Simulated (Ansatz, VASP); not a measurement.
PbSe (Clausthalite): VASP beside Ansatz

Contents of INCAR:

```
SYSTEM = PbSe
PREC = Accurate ; ENCUT = 520
EDIFF = 1E-6 ; ISMEAR = 0
SIGMA = 0.015 ; LREAL = .False.
LASPH = .True. ; NELM = 80
ALGO = Normal ; ISIF = 2
LWAVE = .False. ; LCHARG = .False.
GGA = PE ; NBANDS = 17
```

Contents of KPOINTS:

```
regular mesh
0
Gamma
  8 8 8
  0 0 0
```

Contents of POSCAR:

```
PbSe
1.0
    0.0000000000      3.0606500000      3.0606500000
    3.0606500000      0.0000000000      3.0606500000
    3.0606500000      3.0606500000      0.0000000000
Pb Se
1 1
Direct
    0.0000000000      0.0000000000      0.0000000000
    0.5000000000      0.5000000000      0.5000000000
```

Contents of input.yaml:

```yaml
crystal:
  lattice:
    - [0.0, 3.06065, 3.06065]
    - [3.06065, 0.0, 3.06065]
    - [3.06065, 3.06065, 0.0]
  atoms:
    - { symbol: Pb, position: [0.0, 0.0, 0.0] }
    - { symbol: Se, position: [0.5, 0.5, 0.5] }
kpoints:
  mp_grid: { grid: [8, 8, 8] }
scf:
  occupations: { method: gaussian, width: 0.015 }
hamiltonian:
  xc: pbe
  pseudopotentials: { kind: all_electron, lapw: { basis_error: 0.001 } }
output:
  forces: true
  stress: true
  eigenvalues: true
```

Alike in both runs: task single point; functional PBE; k mesh 8 × 8 × 8; occupations gaussian, width 0.015 eV; no spin polarisation.

```csv
,VASP,Ansatz
version,VASP 6.6.1,Ansatz 0.2.0
potentials or method,"VASP PAW PBE potentials, release 64 (Pb_d, Se)","all-electron LAPW, scalar-relativistic"
plane-wave cutoff (eV),520,see its input
```

Ansatz gave:

* gap on the k mesh at the Fermi level (eV): 0.28
* least direct gap on the mesh (eV): 0.28
* pressure (GPa): 2.4

Q: Estimate VASP's values.

A: gap on the k mesh at the Fermi level (eV): 0.29; least direct gap on the mesh (eV): 0.29; pressure (GPa): 2.4.

Ansatz ran all-electron here, so the differences hold the error of VASP's frozen core and of both bases.

Caveats: spin-orbit coupling is left out, which as a rule narrows the gap of such compounds by several tenths of an eV.
